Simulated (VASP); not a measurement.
# Pb (Fm-3m) in VASP: further runs, part 2 of 2

VASP 6.6.1. Earlier steps stand in the parts before.

### 4 Relaxation of the atoms, PBE

File INCAR:

```
SYSTEM = Pb
PREC     = Accurate       ! precision mode
ENCUT    = 600            ! plane-wave cutoff, eV
EDIFF    = 1E-7           ! SCF threshold, eV
ISMEAR   = 1              ! smearing method
SIGMA    = 0.1            ! smearing width, eV
LREAL    = .FALSE.        ! projectors in reciprocal space
LASPH    = .TRUE.         ! aspherical terms in the spheres
NELM     = 80             ! most SCF steps
ALGO     = Normal         ! electronic algorithm
ISIF     = 2              ! what is computed and relaxed
LWAVE    = .FALSE.        ! write WAVECAR
LCHARG   = .FALSE.        ! write CHGCAR
GGA      = PE             ! functional
IBRION   = 2              ! ionic algorithm
NSW      = 40             ! ionic steps
EDIFFG   = -0.01          ! ionic threshold
```

File KPOINTS:

```
Automatic mesh
0
G
  14 14 14
  0 0 0
```

File POSCAR:

```
Pb                                      
1.0
   -0.0000000000      2.5205286052      2.5205286052
    2.5205286052     -0.0000000000      2.5205286052
    2.5205286052      2.5205286052      0.0000000000
  Pb            
     1
Direct
     0.0000000000000000    0.0000000000000000    0.0000000000000000
```

Potentials or basis: VASP PAW PBE potentials, release 64 (Pb_d).

Started as:

```bash
$ cat potpaw_PBE.64/Pb_d/POTCAR > POTCAR
$ mpirun -np 1 vasp_std > vasp.out
```

OUTCAR:

```text
SYSTEM = Pb
   PREC = Accurate
   ENCUT = 600
   EDIFF = 1E-7
   ISMEAR = 1
   LREAL = .FALSE.
   LASPH = .TRUE.
   NELM = 80
   ISIF = 2
   GGA = PE
   IBRION = 2
   NSW = 40
   EDIFFG = -0.01

 ion  position               nearest neighbor table
   1  0.000  0.000  0.000-

  LATTYP: Found a face centered cubic cell.
 ALAT       =     5.0410572104

  Lattice vectors:

 A1 = (   0.0000000000,   2.5205286052,   2.5205286052)
 A2 = (   2.5205286052,   0.0000000000,   2.5205286052)
 A3 = (   2.5205286052,   2.5205286052,   0.0000000000)

Analysis of symmetry for initial positions (statically):
=====================================================================
 Subroutine PRICEL returns:
 Original cell was already a primitive cell.

 Routine SETGRP: Setting up the symmetry group for a
 face centered cubic supercell.

 Subroutine GETGRP returns: Found 48 space group operations
 (whereof 48 operations were pure point group operations)
 out of a pool of 48 trial point group operations.

The static configuration has the point symmetry O_h .

[... 168 lines left out ...]
  band No.  band energies     occupation
      1     -10.3519      2.00000
      2     -10.3519      2.00000
      3     -10.3519      2.00000
      4     -10.2337      2.00000
      5     -10.2337      2.00000
      6      -4.7107      2.00000
      7      13.6775      0.00000
      8      13.6775      0.00000
      9      13.6775      0.00000
     10      16.4087      0.00000
     11      17.3329      0.00000
[... 309 lines left out ...]
 k-point    24 :       0.2857    0.1429    0.0000
  band No.  band energies     occupation
      1     -10.3850      2.00000
      2     -10.3020      2.00000
      3     -10.2785      2.00000
      4     -10.2421      2.00000
      5     -10.1744      2.00000
      6      -3.3668      2.00000
      7       7.8001     -0.00000
      8      11.1828      0.00000
      9      11.3662      0.00000
     10      14.9731      0.00000
     11      16.4706      0.00000

 [... further k-points ...]

------------------------ aborting loop because EDIFF is reached ----------------------------------------

  FORCE on cell =-STRESS in cart. coord.  units (eV):
  Direction    XX          YY          ZZ          XY          YZ          ZX
  --------------------------------------------------------------------------------------
  -------------------------------------------------------------------------------------
  Total       -0.0006842     -0.0006842     -0.0006842     -0.0000000      0.0000000      0.0000000
  in kB       -0.0342300     -0.0342300     -0.0342300     -0.0000000      0.0000000      0.0000000
  external PRESSURE =      -0.0342300 kB  Pullay stress =       0.0000000 kB

 VOLUME and BASIS-vectors are now :
 -----------------------------------------------------------------------------
  energy-cutoff  :      600.00
  volume of cell :       32.03
      direct lattice vectors                 reciprocal lattice vectors
     0.000000000  2.520528605  2.520528605    -0.198371087  0.198371087  0.198371087
     2.520528605  0.000000000  2.520528605     0.198371087 -0.198371087  0.198371087
     2.520528605  2.520528605  0.000000000     0.198371087  0.198371087 -0.198371087

 POSITION                                       TOTAL-FORCE (eV/Angst)
 -----------------------------------------------------------------------------------
      0.00000      0.00000      0.00000         0.000000      0.000000      0.000000
 -----------------------------------------------------------------------------------
    total drift:                               -0.000000     -0.000000     -0.000000

  FREE ENERGIE OF THE ION-ELECTRON SYSTEM (eV)
  ---------------------------------------------------
  free  energy   TOTEN  =        -3.5677795047 eV

  energy  without entropy=       -3.5677624084  energy(sigma->0) =       -3.56777381

 reached required accuracy - stopping structural energy minimisation
```

CONTCAR:

```text
Pb
   1.00000000000000
     0.0000000000000000    2.5205286052000000    2.5205286052000000
     2.5205286052000000    0.0000000000000000    2.5205286052000000
     2.5205286052000000    2.5205286052000000    0.0000000000000000
  Pb
     1
Direct
     0.0000000000000000    0.0000000000000000    0.0000000000000000

  0.00000000E+00  0.00000000E+00  0.00000000E+00
```

Run time: 43 s. Hardware: 1 thread of Intel Xeon Platinum 8375C at 2.90GHz (Ice Lake), shared host; peak memory 0.18 GiB.

What came out:

```yaml
Free_energy: -3.5678 eV
Pressure_after_relaxing: 0.0 GPa
Band_gap_on_the_k_mesh: none (metal or under the smearing width)
```

Final structure:
```cif
data_structure
_symmetry_space_group_name_H-M 'P 1'
_symmetry_Int_Tables_number 1
_cell_length_a 3.5646
_cell_length_b 3.5646
_cell_length_c 3.5646
_cell_angle_alpha 60.000
_cell_angle_beta 60.000
_cell_angle_gamma 60.000
_cell_volume 32.03
loop_
_atom_site_label
_atom_site_type_symbol
_atom_site_fract_x
_atom_site_fract_y
_atom_site_fract_z
_atom_site_occupancy
Pb1 Pb 0.00000 0.00000 0.00000 1
```

Caveat: the relaxation stopped at its first step, so nothing moved.

### 5 Summary

```tsv
cell	gap on the mesh (eV)	pressure (GPa)
atoms relaxed from: a relaxed cell with its volume scaled by 0.96	none	1.8
atoms relaxed from: a relaxed cell with its volume scaled by 0.98	none	0.8
atoms relaxed	none	0.0
```

Alike in all rows: task relaxation of the atoms; level PBE; potentials or basis VASP PAW PBE potentials, release 64 (Pb_d); no spin polarisation; k mesh 14 × 14 × 14; cutoff (eV) 600; smearing methfessel-paxton 0.1 eV.

Caveats: the relaxation stopped at its first step, so nothing moved.

Total energies depend on the potentials used, so only differences within one code and one set of settings carry meaning.
